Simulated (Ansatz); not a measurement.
# Cr (Cmcm) in Ansatz: further runs

Runs on Cr. Level: r2SCAN. Tasks: single point, equation of state.

Everything below comes from runs of Ansatz 0.2.0. Logs are shortened: lines on timing, memory, paths and dates and some standing lists are left out, and cuts for length are marked.

### 1 Starting point

The structure is orthorhombic, space group Cmcm (No. 63). The conventional cell has a = 2.294 Å, b = 4.934 Å, c = 4.064 Å, α = 90.00°, β = 90.00°, γ = 90.00°. Cr (site symmetry m2m) has 8 Cr at 2.29 to 2.62 Å as nearest neighbours.

This isn't the form of Cr at room conditions, which is bcc.

### 2 Single point, r2SCAN, collinear spin, ferromagnetic start, 10.81 Å³/atom (volume scaled by 0.94)

input.yaml reads:

```yaml
crystal:
  lattice:
    - [1.1236347407, -2.4166635374, 0.0]
    - [1.1236347407, 2.4166635374, 0.0]
    - [0.0, 0.0, 3.9813423424]
  atoms:
    - { symbol: Cr, position: [0.87053258, 0.12946742, 0.75], spin: 3.0 }
    - { symbol: Cr, position: [0.12946742, 0.87053258, 0.25], spin: 3.0 }
hamiltonian:
  xc: r2scan
  pseudopotentials: { kind: paw }
magnetization:
  spin_polarized: true
kpoints:
  mp_grid: { grid: [13, 13, 7] }
scf:
  occupations: { method: fermi_dirac, width: 0.05 }
output:
  forces: true
  stress: true
  eigenvalues: true
```

Potentials or basis: Ansatz PAW.

Run with:

```console
$ ansatz run input.yaml --threads 2 --pin off --max-ram 5632MiB --backend cpu --events-out ev --progress --plain --runs-dir out
```

The log of the run:

```text
Warning: RAYON_NUM_THREADS=2 ignored (pool sized by the plan → 2); use --threads N
Engine: ansatz 0.2.0, x86_64-unknown-linux-gnu
Pseudopotentials: kind: paw
Pseudopotential: Cr, paw, valence charge 14, recommended cutoff 500 eV (meta_gga), Cr.paw.azcp
Functional definition: r2SCAN
  parameter k0 = 0.174
  parameter k1 = 0.065
  parameter a1 = 4.9479
  exchange = r2scan_x(k0 = k0, k1 = k1, a1 = a1)
  correlation = r2scan_c
Crystal: 2 atoms, lattice volume = 21.622 Å³
Basis set: ecut = 500 eV, 539 PW (Γ), exchange–correlation on 80×80×120 points (64 copies of the dense FFT grid, shifted against one another)
Bands: 21, of which v1, the nominal top of the filled ones, is band 14 counted from 1 (13 counted from 0)
Symmetry: 8 space group operations
Space group: Cmcm (ITA 63), of the structure as read, at distance tolerance 2.8e-5 Å
Magnetic group: BNS 63.457 (UNI 555), of the structure as read, at distance tolerance 2.8e-5 Å
k-points: 196 of 1183
Non-local potential: Cr, projectors of the file, l = 0: 3, l = 1: 2, l = 2: 3, l = 3: 1
PAW form: soft (Blöchl's): semilocal exchange-correlation on the pseudo side does not see the compensation charge
PAW frozen core: Cr, regenerated for the run's functional (the file was generated under x = pbe(κ = 0.804, μ = 0.2195149727645171), c = pbe(β = 0.06672455060314922))
PAW one-centre angular grid: Cr, 590 points (default); XC on 160 Gauss nodes
Initial density: superposition of atomic densities (chi_scale 0.1, normalization cell)
Starting moments: Σ|m| = 6 μB on 2 of 2 sites
Initial wavefunctions: pseudopotential atomic-orbital guess
Functional: x = r2scan, c = r2scan; τ floored in thin density (d = 2e-4 eV/Å³)
SCF iter   1: F=—  HF=-6764.557660 eV  |F-HF|=—  |Δ(HF+E_count)|=         —  Δρ=1.75e-1 (↑1.75e-1 ↓6.39e-2)  dr2=6.81e0  dr2_τ=6.60e-2  dr2_m=1.53e0  M=3.699 μB ∫|m|=3.699 μB  β_m=0.78  ethr=3.10e-3  ⟨swp⟩=3.8  Hψ=29374  notcnv=0
Mixer restart at iter 1: flushing history
preconditioner: auto → none  [metal: Δε(μ)=0.004 eV  Ē_g=8.284 eV  σ=0.050 eV  W_gap=0.02  n_scr=4 (ndim 8)  ℏωp=27.7 eV  f_vac=0.000  D(μ)=1.98/eV (n_scr^D=22)  sad-step TF]
SCF iter   2: F=—  HF=-6762.764860 eV  |F-HF|=—  |Δ(HF+E_count)|=    1.79e0  Δρ=7.44e-2 (↑7.44e-2 ↓4.76e-2)  dr2=2.43e0  dr2_τ=2.76e-2  dr2_m=1.28e-1  M=3.360 μB ∫|m|=3.377 μB  β_m=1.00  ethr=3.10e-3  ⟨swp⟩=2.5  Hψ=18434  notcnv=0  defer=275  κ⁻¹=1.0e0(r=1)
[... 17 lines left out ...]
SCF iter  19: F=—  HF=-6764.095420 eV  |F-HF|=—  |Δ(HF+E_count)|=   1.64e-8  Δρ=2.06e-6 (↑2.06e-6 ↓2.00e-6)  dr2=1.85e-12  dr2_τ=2.86e-11  dr2_m=8.15e-10  M=0.000 μB ∫|m|=0.000 μB  β_m=1.00  ethr=1.00e-12  ⟨swp⟩=2.9  Hψ=16288  notcnv=0  κ⁻¹=1.6e-7(r=8)
SCF iter  20: F=—  HF=-6764.095420 eV  |F-HF|=—  |Δ(HF+E_count)|=   5.01e-9  Δρ=1.22e-6 (↑1.22e-6 ↓1.21e-6)  dr2=3.56e-13  dr2_τ=1.05e-11  dr2_m=2.94e-10  M=0.000 μB ∫|m|=0.000 μB  β_m=1.00  ethr=1.00e-12  ⟨swp⟩=2.3  Hψ=15512  notcnv=0  κ⁻¹=1.6e-7(r=8)
SCF iter  21: F=-6764.095420 eV  HF=-6764.095420 eV  |F-HF|=8.46e-11  |Δ(HF+E_count)|=   1.86e-9  Δρ=2.94e-7 (↑2.82e-7 ↓2.94e-7)  dr2=9.33e-14  dr2_τ=5.76e-13  dr2_m=1.63e-11  M=0.000 μB ∫|m|=0.000 μB  ethr=1.00e-12  ⟨swp⟩=2.1  Hψ=15404  notcnv=0
SCF 1 converged in 21 iterations: F = -6764.095420 eV  dr2 = 9.33e-14
WARN: the starting moments were not kept: the SCF closed with an absolute magnetisation of 9.2e-6 μB, where they sum to 6 μB in size (2 sites). That is at most 0.1 of that sum. Measured as dr2_m measures the in/out step, that magnetisation stands 4.4e-11 eV from none, at or under the dr2_threshold of 1.0e-7 eV: it is no larger than a step whose dr2_m would equal this threshold. The system may hold no moment; this SCF shows only that its start led to no more than that. To try another start: raise the starting moments (crystal.atoms[].spin, magnetization.per_species, magnetization.initial_magnetization, or on a non-collinear deck that types none of these the spinor_matrix: blocks that start its atoms; where the total moment is fixed, keep their sum and leave initial_magnetization as it is; typed ones take the place of any that the run laid by itself, positive ones on a crystal's lanthanoids without a Hubbard term where scf.initial_density.shell_occupations: [] is typed) or, if the notice of its spin-set hold's release reads "site moments contracting" or "site moments show no strong build", lengthen the hold (scf.mixing.spin_hold: { on: { confirm: 4 } }; for m-r²SCAN on two components see the key's manual first). Each may lead to a state that holds a moment. A second SCF, from the converged charge density, with the starting moments and any scf.initial_density.shell_occupations laid on it anew, would have followed, and was not run: the deck does not ask for one (magnetization.retry_lost_moments is false, the default). To let it run, set magnetization.retry_lost_moments: true and run the deck again, where that key's refused combinations let it; where memory then withholds it, that run's warning says so.
this state was not tested for a lower state beside it, because the mixer in use, unlike msr1, does not test its closes by its own steps (another_mixer; see scf.mixing.algorithm and scf.lower_state_search)
SCF converged after 21 iterations
Magnetization: 0.0000 μB (14.0000 up, 14.0000 down)
Absolute magnetization: 0.0000 μB (∫|ρ↑−ρ↓|, with the PAW one-centre terms)
Spin contamination: 0.0000 ħ² per cell (⟨S²⟩ above its minimum at these occupations)
Per-site moments (μB) at R_I (Å): [(3.4866828670024308e-6, 0.9269986610775), (3.4866828668353485e-6, 0.9269986610775)]
Free energy (F): -6764.095420 eV
Harris-Foulkes:  -6764.095420 eV  (|F-HF|=8.46e-11)
Internal energy: -6764.076433 eV  (E = F + TS)
E sigma→0 (E₀):  -6764.085926 eV
Entropy (-TS):   -0.018986 eV (-9.493 meV/atom)
Fermi energy:    20.888611 eV
--- Per-component energies (eV) ---
  E_band       = -280.167365
  E_kinetic    = 693.263114
  E_local      = -2255.945754  (includes V_loc(G=0)·N_el)
  E_nonlocal   = 160.567385
  E_hartree    = 999.096994
  E_xc         = -277.380794
  E_vxc        = -403.802994  (∫ρ·V_xc dr)
  E_paw        = -2407.043931  (= ΣΔE_a)
  E_vpaw       = -497.956009  (= ΣTr[D̂ρ^β])
  E_aug_tail   = 0.000429  (compensation charges beyond the density's cutoff)
  E_vtau       = 25.512466  (kinetic-family band-sum trace: ∫τ·v_τ [+ j·A + Jᵃ·Aᵃ] dr)
  E_ewald      = -3676.089222
  E_core_change = -0.544655  (= ΣΔE_core)
  E_smearing   = -0.018986  (= −TS)
  E_closure    = 0.000000  (closes the sum)
  Σ components = -6764.095420   (vs F -6764.095420, Δ=0.00e0)
--- Forces (eV/Å), atoms counted from 1 ---
  atom   1  Cr     0.00000000     0.09946347     0.00000000
  atom   2  Cr     0.00000000    -0.09946347     0.00000000
  max |Σ_I F_I| component: 2.78e-17 eV/Å
--- Stress (GPa, compression-positive) ---
       20.488817       0.000000       0.000000
        0.000000      19.605149       0.000000
        0.000000       0.000000      22.798801
  P = ⅓ Tr σ = 20.9643 GPa (209.643 kbar)
--- Band table (eV; the first three rows and the last of 392) ---
  k-point 0 ↑: bands = ["-53.8112", "-53.5337", "-24.3610", "-23.6343", "-23.3230", "-23.1423", "-23.0178", "-23.0036", "12.2969", "15.9838", "18.3643", "18.5612", "19.8250", "21.1597", "21.8867", "22.1295", "22.1688", "22.9608", "23.1335", "23.7153", "31.8534"]
  k-point 1 ↑: bands = ["-53.7977", "-53.5477", "-24.3043", "-23.6217", "-23.3376", "-23.2027", "-23.0171", "-23.0042", "12.5415", "15.9903", "18.3663", "18.5525", "20.0176", "20.9543", "21.2988", "21.9841", "22.0321", "23.1329", "23.2763", "23.4883", "32.7526"]
  k-point 2 ↑: bands = ["-53.7597", "-53.5868", "-24.1443", "-23.5930", "-23.3779", "-23.3640", "-23.0150", "-23.0061", "13.2372", "15.8673", "18.4326", "18.5368", "20.1282", "20.4244", "20.5749", "21.7620", "21.8022", "22.8906", "23.4210", "23.5139", "34.8908"]
  k-point 195 ↓: bands = ["-53.6032", "-53.5916", "-24.3056", "-24.2905", "-23.4042", "-23.3722", "-23.0915", "-23.0516", "15.9452", "16.0635", "17.5160", "17.8800", "20.7698", "20.8855", "22.4938", "23.0232", "23.5456", "23.6277", "23.6803", "24.0474", "31.0957"]
```

It took 23 s on 2 threads of Intel Xeon Platinum 8375C at 2.90GHz (Ice Lake), shared host; peak memory 0.57 GiB.

Results:

| Item | Value |
| --- | --- |
| Free energy | -6764.0954 eV |
| Pressure | 21.0 GPa |
| Largest force | 0.099 eV/Å |
| Band gap on the k mesh | none (metal or under the smearing width) |
| Net moment | 0.00 μB per cell |
| Absolute moment | 0.00 μB per cell |

Caveat: the magnetic or orbital state may not be the lowest; the starting moments collapsed, and a magnetic state may lie lower; the PAW data sets come from PBE, with cores solved anew for the run's functional, which leaves a small shift of forces and pressure; the starting moments weren't kept.

### 3 Single point, r2SCAN, collinear spin, ferromagnetic start, 11.04 Å³/atom (volume scaled by 0.96)

Edit input.yaml of step 2 so:

```diff
@@ -2,5 +2,5 @@
   lattice:
-    - [1.1236347407, -2.4166635374, 0.0]
-    - [1.1236347407, 2.4166635374, 0.0]
-    - [0.0, 0.0, 3.9813423424]
+    - [1.1315479221, -2.4336828554, 0.0]
+    - [1.1315479221, 2.4336828554, 0.0]
+    - [0.0, 0.0, 4.0093808883]
   atoms:
```

Potentials or basis: Ansatz PAW.

Run with:

```console
$ ansatz run input.yaml --threads 2 --pin off --max-ram 5632MiB --backend cpu --events-out ev --progress --plain --runs-dir out
```

Run time: 22 s. Hardware: 2 threads of Intel Xeon Platinum 8375C at 2.90GHz (Ice Lake), shared host; peak memory 0.56 GiB.

It converged, with:

* Free energy: -6764.1456 eV
* Pressure: 14.1 GPa
* Largest force: 0.081 eV/Å
* Band gap on the k mesh: none (metal or under the smearing width)
* Net moment: 0.00 μB per cell
* Absolute moment: 0.00 μB per cell

Caveat: the magnetic or orbital state may not be the lowest; the starting moments collapsed, and a magnetic state may lie lower; the PAW data sets come from PBE, with cores solved anew for the run's functional, which leaves a small shift of forces and pressure; the starting moments weren't kept.

### 4 Single point, r2SCAN, collinear spin, ferromagnetic start, 11.27 Å³/atom (volume scaled by 0.98)

Edit input.yaml of step 3 so:

```diff
@@ -2,5 +2,5 @@
   lattice:
-    - [1.1315479221, -2.4336828554, 0.0]
-    - [1.1315479221, 2.4336828554, 0.0]
-    - [0.0, 0.0, 4.0093808883]
+    - [1.1393519475, -2.4504674055, 0.0]
+    - [1.1393519475, 2.4504674055, 0.0]
+    - [0.0, 0.0, 4.0370326648]
   atoms:
@@ -21 +21,5 @@
   eigenvalues: true
+  write_density: true
+  write_potential: true
+  elf: true
+  volumetric_format: npy
```

Run with:

```console
$ ansatz run input.yaml --threads 2 --pin off --max-ram 5632MiB --backend cpu --events-out ev --progress --plain --runs-dir out
```

Run time: 26 s. Hardware: 2 threads of Intel Xeon Platinum 8375C at 2.90GHz (Ice Lake), shared host; peak memory 0.58 GiB.

The run converged. Its results:

- Free energy: -6764.1770 eV
- Pressure: 7.9 GPa
- Largest force: 0.064 eV/Å
- Band gap on the k mesh: none (metal or under the smearing width)
- Net moment: 0.00 μB per cell
- Absolute moment: 0.00 μB per cell

Caveat: the magnetic or orbital state may not be the lowest; the starting moments collapsed, and a magnetic state may lie lower; the PAW data sets come from PBE, with cores solved anew for the run's functional, which leaves a small shift of forces and pressure; the starting moments weren't kept.

### 5 Single point, r2SCAN, collinear spin, ferromagnetic start, 11.50 Å³/atom

Edit input.yaml of step 4 so:

```diff
@@ -2,5 +2,5 @@
   lattice:
-    - [1.1393519475, -2.4504674055, 0.0]
-    - [1.1393519475, 2.4504674055, 0.0]
-    - [0.0, 0.0, 4.0370326648]
+    - [1.147050505, -2.46702512, 0.0]
+    - [1.147050505, 2.46702512, 0.0]
+    - [0.0, 0.0, 4.06431074]
   atoms:
@@ -21,5 +21 @@
   eigenvalues: true
-  write_density: true
-  write_potential: true
-  elf: true
-  volumetric_format: npy
```

Run with:

```console
$ ansatz run input.yaml --threads 2 --pin off --max-ram 5632MiB --backend cpu --events-out ev --progress --plain --runs-dir out
```

Run time: 25 s. Hardware: 2 threads of Intel Xeon Platinum 8375C at 2.90GHz (Ice Lake), shared host; peak memory 0.57 GiB.

It converged, with:

```yaml
Free_energy: -6764.1915 eV
Pressure: 2.3 GPa
Largest_force: 0.048 eV/Å
Band_gap_on_the_k_mesh: none (metal or under the smearing width)
Net_moment: 0.00 μB per cell
Absolute_moment: 0.00 μB per cell
```

Caveat: the magnetic or orbital state may not be the lowest; the starting moments collapsed, and a magnetic state may lie lower; the PAW data sets come from PBE, with cores solved anew for the run's functional, which leaves a small shift of forces and pressure; the starting moments weren't kept.

### 6 Single point, r2SCAN, collinear spin, ferromagnetic start, 11.73 Å³/atom (volume scaled by 1.02)

Edit input.yaml of step 5 so:

```diff
@@ -2,5 +2,5 @@
   lattice:
-    - [1.147050505, -2.46702512, 0.0]
-    - [1.147050505, 2.46702512, 0.0]
-    - [0.0, 0.0, 4.06431074]
+    - [1.1546470873, -2.4833635108, 0.0]
+    - [1.1546470873, 2.4833635108, 0.0]
+    - [0.0, 0.0, 4.0912274896]
   atoms:
```

Potentials or basis: Ansatz PAW.

Run with:

```console
$ ansatz run input.yaml --threads 2 --pin off --max-ram 5632MiB --backend cpu --events-out ev --progress --plain --runs-dir out
```

It took 25 s on 2 threads of Intel Xeon Platinum 8375C at 2.90GHz (Ice Lake), shared host; peak memory 0.57 GiB.

The run converged. Its results:

```
Free energy            : -6764.1907 eV
Pressure               : -2.8 GPa
Largest force          : 0.032 eV/Å
Band gap on the k mesh : none (metal or under the smearing width)
Net moment             : 0.00 μB per cell
Absolute moment        : 0.00 μB per cell
```

Caveat: the magnetic or orbital state may not be the lowest; the starting moments collapsed, and a magnetic state may lie lower; the PAW data sets come from PBE, with cores solved anew for the run's functional, which leaves a small shift of forces and pressure; the starting moments weren't kept.

### 7 Single point, r2SCAN, collinear spin, ferromagnetic start, 11.96 Å³/atom (volume scaled by 1.04)

Edit input.yaml of step 6 so:

```diff
@@ -2,5 +2,5 @@
   lattice:
-    - [1.1546470873, -2.4833635108, 0.0]
-    - [1.1546470873, 2.4833635108, 0.0]
-    - [0.0, 0.0, 4.0912274896]
+    - [1.1621450058, -2.4994896998, 0.0]
+    - [1.1621450058, 2.4994896998, 0.0]
+    - [0.0, 0.0, 4.1177946463]
   atoms:
@@ -21 +21,5 @@
   eigenvalues: true
+  write_density: true
+  write_potential: true
+  elf: true
+  volumetric_format: npy
```

Run with:

```console
$ ansatz run input.yaml --threads 2 --pin off --max-ram 5632MiB --backend cpu --events-out ev --progress --plain --runs-dir out
```

Run time: 27 s. Hardware: 2 threads of Intel Xeon Platinum 8375C at 2.90GHz (Ice Lake), shared host; peak memory 0.62 GiB.

It converged, with:

```
Free energy            : -6764.1760 eV
Pressure               : -7.4 GPa
Largest force          : 0.017 eV/Å
Band gap on the k mesh : none (metal or under the smearing width)
Net moment             : 0.00 μB per cell
Absolute moment        : 0.00 μB per cell
```

Caveat: the magnetic or orbital state may not be the lowest; the starting moments collapsed, and a magnetic state may lie lower; the PAW data sets come from PBE, with cores solved anew for the run's functional, which leaves a small shift of forces and pressure; the starting moments weren't kept.

### 8 Single point, r2SCAN, collinear spin, ferromagnetic start, 12.19 Å³/atom (volume scaled by 1.06)

Edit input.yaml of step 7 so:

```diff
@@ -2,5 +2,5 @@
   lattice:
-    - [1.1621450058, -2.4994896998, 0.0]
-    - [1.1621450058, 2.4994896998, 0.0]
-    - [0.0, 0.0, 4.1177946463]
+    - [1.1695474029, -2.5154104456, 0.0]
+    - [1.1695474029, 2.5154104456, 0.0]
+    - [0.0, 0.0, 4.1440233448]
   atoms:
```

Run with:

```console
$ ansatz run input.yaml --threads 2 --pin off --max-ram 5632MiB --backend cpu --events-out ev --progress --plain --runs-dir out
```

Run time: 29 s. Hardware: 2 threads of Intel Xeon Platinum 8375C at 2.90GHz (Ice Lake), shared host; peak memory 0.62 GiB.

It converged, with:

```yaml
Free_energy: -6764.1488 eV
Pressure: -11.5 GPa
Band_gap_on_the_k_mesh: none (metal or under the smearing width)
Net_moment: 0.00 μB per cell
Absolute_moment: 0.00 μB per cell
```

Caveat: the magnetic or orbital state may not be the lowest; the starting moments collapsed, and a magnetic state may lie lower; the PAW data sets come from PBE, with cores solved anew for the run's functional, which leaves a small shift of forces and pressure; the starting moments weren't kept.

### 9 Equation of state, r2SCAN, collinear spin, ferromagnetic start

Potentials or basis: Ansatz PAW.

No new run: the results of the series are fitted here.

What came out:

```yaml
Equilibrium_volume: 11.60 Å³/atom
Bulk_modulus_at_fixed_shape_and_positions: 257 GPa
Pressure_derivative_of_the_bulk_modulus: 4.1
```

Energy against volume, from the lowest point:
| volume (Å³/atom) | energy (meV/atom) |
| --- | --- |
| 10.811 | 48.05 |
| 11.041 | 22.95 |
| 11.271 | 7.24 |
| 11.501 | 0.00 |
| 11.731 | 0.42 |
| 11.961 | 7.76 |
| 12.191 | 21.34 |

Caveat: the magnetic or orbital state may not be the lowest; the cell was scaled at fixed shape and fractional positions, which overstates the stiffness of a crystal with free parameters, most of all of layers and chains; the PAW data sets were made with another functional, which shifts forces and pressure a little.
